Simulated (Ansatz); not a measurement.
# PtTe: changing the dispersion correction

The cell as given:

Space group Pm-3m (No. 221). a = 3.559 Å, b = 3.559 Å, c = 3.559 Å, α = 90.00°, β = 90.00°, γ = 90.00°
```
atom  site  symmetry       x       y       z
  Pt    1a      m-3m  0.0000  0.0000  0.0000
  Te    1b      m-3m  0.5000  0.5000  0.5000
```

Measurements of this composition are mostly on another form, of space group No. 166.

Kept alike: task relaxation of cell and atoms; functional r2SCAN; k mesh 8 × 8 × 8; occupations fermi-dirac, width 0.05 eV; no spin polarisation. Program: Ansatz, Ansatz PAW, cutoff 500 eV. The mesh is that of the run's cell of 2 atoms. No spin-orbit coupling.

| dispersion correction | volume (Å³/atom) |
| --- | --- |
| D3(BJ) | 19.744 |
| D3(BJ)-ATM | 19.892 |
| D4 | 19.881 |
| none | 20.121 |
| rVV10 | 19.849 |

The relaxations keep at least the cell's symmetry (Pm-3m). For a metal such a mesh leaves the last digits unconverged. Relaxations stop with a little pressure left, so the last digits of a volume or edge aren't settled. All rows use potentials made for PBE.

Q: What does the dispersion correction change here?

A: The volume runs from 19.744 (D3(BJ)) to 20.121 Å³/atom (none). Against no correction: D3(BJ) -1.9 %; D3(BJ)-ATM -1.1 %; D4 -1.2 %; rVV10 -1.4 %. Dispersion terms mostly attract and so lower the volume; the schemes' coefficients and damping set how far.
